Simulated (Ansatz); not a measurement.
The system is Cu.

```
Cu
1.0
     0.00000    1.80750    1.80750
     1.80750    0.00000    1.80750
     1.80750    1.80750    0.00000
Cu
1
Direct
  0.00000 0.00000 0.00000
```

- Program: Ansatz 0.2.0
- Task: relaxation of cell and atoms
- Functional: BLYP
- Potentials or basis: Ansatz PAW
- Cutoff: 420 eV (not typed: the program's choice for these potentials)
- k mesh: 13 × 13 × 13
- Occupations: fermi-dirac, width 0.05 eV
- Spin: no spin polarisation

At the start: volume 11.81 Å³/atom.

Question: How do energy, volume and symmetry change on relaxing?

Answer: It ends after 7 steps and the volume is 12.67 Å³/atom (+7.3 %); space group Fm-3m (No. 225, to 0.05 Å).

The path:
| step | energy change (eV) | largest force (eV/Å) | volume (Å³) |
| --- | --- | --- | --- |
| 1 | 0.0000 | 0.0000 | 11.81 |
| 2 | -0.0178 | 0.0000 | 12.21 |
| 3 | -0.0239 | 0.0000 | 12.61 |
| 4 | -0.0240 | 0.0000 | 12.66 |
| 5 | -0.0244 | 0.0000 | 12.66 |
| 6 | -0.0244 | 0.0000 | 12.67 |
| 7 | -0.0244 | 0.0000 | 12.67 |

Final structure:
```
Cu
1.0
     0.00000    1.85023    1.85023
     1.85023    0.00000    1.85023
     1.85023    1.85023    0.00000
Cu
1
Cartesian
  0.0000 0.0000 0.0000
```

Caveat: the plane-wave basis is chosen anew once the cell has moved, so the energies of steps on either side of that aren't comparable; the PAW data sets come from PBE, with cores solved anew for the run's functional, which leaves a small shift of forces and pressure.
